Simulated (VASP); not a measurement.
# Sc (P6_3/mmc) in VASP: settings compared, part 2 of 2

VASP 6.6.1.

### Step 5. Relaxation of cell and atoms, PBEsol

This run uses another cell than the first one, of 23.62 Å³/atom, 0.945 times its volume.

INCAR reads:

```
SYSTEM = Sc
PREC = Accurate ; ENCUT = 600
EDIFF = 1E-7 ; ISMEAR = 1
SIGMA = 0.1 ; LREAL = .FALSE.
LASPH = .TRUE. ; NELM = 80
ALGO = Normal ; ISIF = 3
LWAVE = .FALSE. ; LCHARG = .FALSE.
GGA = PS ; IBRION = 2
NSW = 90 ; EDIFFG = -0.005
```

KPOINTS reads:

```
Automatic mesh
0
G
  15 15 8
  0 0 0
```

POSCAR reads:

```
Sc                                      
1.0
    3.2771275987      0.0000000000      0.0000000000
   -1.6385637993      2.8380757519     -0.0000000000
    0.0000000000      0.0000000000      5.0782697234
  Sc            
     2
Direct
     0.3333333332999970    0.6666666667000030    0.2500000000000000
     0.6666666667000030    0.3333333332999970    0.7500000000000000
```

Potentials or basis: VASP PAW PBE potentials, release 64 (Sc_sv).

Command:

```bash
> cat potpaw_PBE.64/Sc_sv/POTCAR > POTCAR
> mpirun -np 1 vasp_std > vasp.out
```

OUTCAR:

```text
SYSTEM = Sc
   PREC = Accurate
   ENCUT = 600
   EDIFF = 1E-7
   ISMEAR = 1
   LREAL = .FALSE.
   LASPH = .TRUE.
   NELM = 80
   ISIF = 3
   GGA = PS
   IBRION = 2
   NSW = 90
   EDIFFG = -0.005

 ion  position               nearest neighbor table
   1  0.333  0.667  0.250-   2 3.17   2 3.17   2 3.17   2 3.17   2 3.17   2 3.17
   2  0.667  0.333  0.750-   1 3.17   1 3.17   1 3.17   1 3.17   1 3.17   1 3.17

  LATTYP: Found a hexagonal cell.
 ALAT       =     3.2771275987
 C/A-ratio  =     1.5496100077

  Lattice vectors:

 A1 = (   3.2771275987,   0.0000000000,   0.0000000000)
 A2 = (  -1.6385637993,   2.8380757519,   0.0000000000)
 A3 = (   0.0000000000,   0.0000000000,   5.0782697234)

Analysis of symmetry for initial positions (statically):
=====================================================================
 Subroutine PRICEL returns:
 Original cell was already a primitive cell.

 Routine SETGRP: Setting up the symmetry group for a
 hexagonal supercell.

 Subroutine GETGRP returns: Found 24 space group operations
 (whereof 12 operations were pure point group operations)
 out of a pool of 24 trial point group operations.

The static configuration has the point symmetry D_3d.
 The point group associated with its full space group is D_6h.

Analysis of symmetry for dynamics (positions and initial velocities):
=====================================================================
 Subroutine PRICEL returns:
 Original cell was already a primitive cell.

 Routine SETGRP: Setting up the symmetry group for a
 hexagonal supercell.

 Subroutine GETGRP returns: Found 24 space group operations
 (whereof 12 operations were pure point group operations)
 out of a pool of 24 trial point group operations.

The dynamic configuration has the point symmetry D_3d.
 The point group associated with its full space group is D_6h.

 Subroutine INISYM returns: Found 24 space group operations
 (whereof 12 operations are pure point group operations),
 and found     1 'primitive' translations

----------------------------------------------------------------------------------------

                                     Primitive cell

  volume of cell :      47.2316

  direct lattice vectors                    reciprocal lattice vectors
     3.277127599  0.000000000  0.000000000     0.305145274  0.176175706  0.000000000
    -1.638563799  2.838075752  0.000000000     0.000000000  0.352351413  0.000000000
     0.000000000  0.000000000  5.078269723     0.000000000  0.000000000  0.196917465

  length of vectors
     3.277127599  3.277127599  5.078269723     0.352351413  0.352351413  0.196917465

  position of ions in fractional coordinates (direct lattice)
     0.333333333  0.666666667  0.250000000
     0.666666667  0.333333333  0.750000000

  ion indices of the primitive-cell ions
   primitive index   ion index
[... 117 lines left out ...]

 Free energy of the ion-electron system (eV)
  ---------------------------------------------------
  ext. energy  EPLUGINS =         0.00000000
  ---------------------------------------------------
  free energy    TOTEN  =       -13.21234353 eV

  energy without entropy =      -13.21349664  energy(sigma->0) =      -13.21272790

------------------------ aborting loop because EDIFF is reached ----------------------------------------

  FORCE on cell =-STRESS in cart. coord.  units (eV):
  Direction    XX          YY          ZZ          XY          YZ          ZX
  --------------------------------------------------------------------------------------
  -------------------------------------------------------------------------------------
  Total        0.0129161      0.0129161      0.0149246      0.0000000     -0.0000000     -0.0000000
  in kB        0.4381365      0.4381365      0.5062664      0.0000000     -0.0000000     -0.0000000
  external PRESSURE =       0.4608465 kB  Pullay stress =       0.0000000 kB

 VOLUME and BASIS-vectors are now :
 -----------------------------------------------------------------------------
  energy-cutoff  :      600.00
  volume of cell :       47.23
      direct lattice vectors                 reciprocal lattice vectors
     3.277127599  0.000000000  0.000000000     0.305145274  0.176175706  0.000000000
    -1.638563799  2.838075752  0.000000000     0.000000000  0.352351413  0.000000000
     0.000000000  0.000000000  5.078269723     0.000000000  0.000000000  0.196917465

 POSITION                                       TOTAL-FORCE (eV/Angst)
 -----------------------------------------------------------------------------------
     -0.00000      1.89205      1.26957         0.000000     -0.000000      0.000000
      1.63856      0.94603      3.80870        -0.000000      0.000000      0.000000
 -----------------------------------------------------------------------------------
    total drift:                               -0.000000      0.000000     -0.000000

  FREE ENERGIE OF THE ION-ELECTRON SYSTEM (eV)
  ---------------------------------------------------
  free  energy   TOTEN  =       -13.2123435304 eV

  energy  without entropy=      -13.2134966424  energy(sigma->0) =      -13.21272790

--------------------------------------- Ionic step        2  -------------------------------------------

 number of electron      21.9999999 magnetization

 Free energy of the ion-electron system (eV)
  ---------------------------------------------------
  ext. energy  EPLUGINS =         0.00000000
  ---------------------------------------------------
  free energy    TOTEN  =       -13.21234921 eV

  energy without entropy =      -13.21349219  energy(sigma->0) =      -13.21273020

 E-fermi :   3.8170     XC(G=0): -10.1615

 val. band max:        3.8115722255   @ k =   0.4000   0.2000   0.3750
 cond. band min:       3.8265407229   @ k =   0.4000   0.2000   0.3750
 fundamental gap:      0.0149684974
 Fermi energy:         3.8170030659

 k-point     1 :       0.0000    0.0000    0.0000
  band No.  band energies     occupation
      1     -45.2777      2.00000
      2     -45.1892      2.00000
      3     -24.2413      2.00000
      4     -23.8410      2.00000
      5     -23.8410      2.00000
      6     -23.7619      2.00000
      7     -23.7619      2.00000
      8     -23.7270      2.00000
      9      -1.3931      2.00000
     10       2.1238      2.00000
     11       4.5780     -0.00000
     12       5.4505     -0.00000
     13       5.4505     -0.00000
     14       5.7612     -0.00000
[... 401 lines left out ...]
      2     -45.1828      2.00000
      3     -24.1145      2.00000
      4     -24.0257      2.00000
      5     -23.9912      2.00000
      6     -23.9870      2.00000
      7     -23.8881      2.00000
      8     -23.8722      2.00000
      9       2.6145      2.00000
     10       3.0299      2.00000
     11       3.2059      2.00000
     12       3.3353      2.00000
     13       4.9291     -0.00000
     14       5.0377     -0.00000
     15       5.9095      0.00000

 [... further k-points ...]

------------------------ aborting loop because EDIFF is reached ----------------------------------------

  FORCE on cell =-STRESS in cart. coord.  units (eV):
  Direction    XX          YY          ZZ          XY          YZ          ZX
  --------------------------------------------------------------------------------------
  -------------------------------------------------------------------------------------
  Total       -0.0034758     -0.0034758     -0.0028430     -0.0000000      0.0000000      0.0000000
  in kB       -0.1177893     -0.1177893     -0.0963442     -0.0000000      0.0000000      0.0000000
  external PRESSURE =      -0.1106409 kB  Pullay stress =       0.0000000 kB

 VOLUME and BASIS-vectors are now :
 -----------------------------------------------------------------------------
  energy-cutoff  :      600.00
  volume of cell :       47.28
      direct lattice vectors                 reciprocal lattice vectors
     3.278148600  0.000000000 -0.000000000     0.305050235  0.176120835  0.000000000
    -1.639074300  2.838959965  0.000000000    -0.000000000  0.352241670  0.000000000
     0.000000000 -0.000000000  5.080097902     0.000000000 -0.000000000  0.196846600

 POSITION                                       TOTAL-FORCE (eV/Angst)
 -----------------------------------------------------------------------------------
     -0.00000      1.89264      1.27002        -0.000000      0.000000      0.000000
      1.63907      0.94632      3.81007         0.000000     -0.000000     -0.000000
 -----------------------------------------------------------------------------------
    total drift:                               -0.000000      0.000000     -0.000000

  FREE ENERGIE OF THE ION-ELECTRON SYSTEM (eV)
  ---------------------------------------------------
  free  energy   TOTEN  =       -13.2123492128 eV

  energy  without entropy=      -13.2134921869  energy(sigma->0) =      -13.21273020

 reached required accuracy - stopping structural energy minimisation
```

CONTCAR:

```text
Sc
   1.00000000000000
     3.2781486004011242    0.0000000000000180   -0.0000000000000000
    -1.6390743001505310    2.8389599653104556    0.0000000000000000
     0.0000000000000000   -0.0000000000000000    5.0800979019487400
  Sc
     2
Direct
     0.3333333332999970    0.6666666667000030    0.2500000000000000
     0.6666666667000030    0.3333333332999970    0.7500000000000000

  0.00000000E+00  0.00000000E+00  0.00000000E+00
  0.00000000E+00  0.00000000E+00  0.00000000E+00
```

Wall time 2.4 min (1 thread of Intel Xeon Platinum 8259CL at 2.50GHz (Skylake/Cascade Lake), shared host); peak memory 0.25 GiB.

What came out:

| Property | Result |
| --- | --- |
| Free energy | -13.2123 eV |
| Relaxed volume | 23.64 Å³/atom |
| Relaxed cell | a = 3.278 Å, b = 3.278 Å, c = 5.080 Å, α = 90.00°, β = 90.00°, γ = 120.00° |
| Space group after relaxing (to 0.05 Å) | P6_3/mmc (No. 194) |
| Energy gained by relaxing | 0.0 meV/atom |
| Ionic steps | 2 |
| Pressure after relaxing | 0.0 GPa |
| Band gap on the k mesh | none (metal or under the smearing width) |

Final structure:
```xyz
2
Lattice="3.2781 0.0000 0.0000 -1.6391 2.8390 0.0000 0.0000 0.0000 5.0801" Properties=species:S:1:pos:R:3 pbc="T T T"
Sc    0.0000    1.8926    1.2700
Sc    1.6391    0.9463    3.8101
```

Caveat: the PAW data sets were made with another functional, which shifts forces and pressure a little.
